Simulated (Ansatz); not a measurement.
**ZnCu: moving Zn off its site**

ZnCu, Pm-3m, a = 2.945 Å (as given, not relaxed at this level: -9.9 GPa). The structure is a COD entry; whether it is the stable form wasn't checked. Ansatz: LDA, PAW, 420 eV, Γ-centred 16×16×16 mesh on 2 atoms, Gaussian smearing 0.15 eV; no spin polarisation.

```yaml
crystal:
  lattice:
    - [2.94500, 0.00000, 0.00000]
    - [0.00000, 2.94500, 0.00000]
    - [0.00000, 0.00000, 2.94500]
  atoms:
    - { symbol: Zn, position: [0.50000, 0.50000, 0.50000] }
    - { symbol: Cu, position: [0.00000, 0.00000, 0.00000] }
```

Atom 1 (Zn) moves by x along the unit vector (-0.577, -0.577, -0.577), with its periodic images; all else is held. y is the free energy of the cell over the start, F the force along the path summed over the moved atoms. Symmetry makes y even in x.

| x (Å) | y (meV) | F (eV/Å) |
| --- | --- | --- |
| -0.1000 | 19.67 | 0.40 |
| -0.0500 | 4.86 | 0.20 |
| 0.0000 | 0.00 | 0.00 |
| 0.0250 | 1.21 | -0.10 |
| 0.0625 | 7.61 | -0.25 |
| 0.0750 | ? | ? |
| 0.0875 | 15.01 | -0.35 |

Problem. Fit y = c2 x² + c4 x⁴ to the energies of the other rows, give the force constant, and predict energy and force of the missing row.

Solution. Least squares on the rows shown. y = 1936.7 x² + 3050.1 x⁴. The force constant is 2 c2 = 3.87 eV/Å², for the cell as given, at -9.9 GPa (for all images moving together, not for a lone atom). With two atoms in a cubic cell this is the optical mode at Γ (in a metal it hangs on mesh and smearing): ω = 521.5 √(2 c2/μ) = 181 cm⁻¹ for μ = 32.22 u. The force −dy/dx at the missing row is -0.30 eV/Å (computed -0.30). At x = 0.0750 the fit asked for gives 10.99 meV. The run gave 10.99 meV, the same to the digits shown.